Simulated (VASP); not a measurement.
Runs of VASP 6.6.1 on Al. It takes space group P6_3/mmc (No. 194, hexagonal). The conventional cell has a = 2.851 Å, b = 2.851 Å, c = 4.639 Å, α = 90.00°, β = 90.00°, γ = 120.00°. Around Al (site symmetry -6m2) lie 12 Al at 2.84 to 2.85 Å. This isn't the form of Al at room conditions, which is fcc.

```tsv
level	k mesh	cutoff (eV)	smearing	gap on the mesh (eV)	pressure (GPa)
PBEsol	18 × 18 × 10	520	gaussian 0.5 eV	none	(a)
PBEsol	18 × 18 × 10	900	gaussian 0.1 eV	none	0.0
PBEsol	27 × 27 × 14	520	gaussian 0.1 eV	none	0.0
PBEsol	18 × 18 × 10	700	gaussian 0.1 eV	none	0.0
r2SCAN	18 × 18 × 10	520	gaussian 0.1 eV	none	-2.0
```

Alike in all rows: task single point; potentials or basis VASP PAW PBE potentials, release 64 (Al); no spin polarisation; cell as given.

Problem. Estimate the missing entries.

Solution. (a) 0.1.

Caveats: the PAW data sets were made with another functional, which shifts forces and pressure a little.

A gap of «none» marks a metal or a gap under the smearing width.
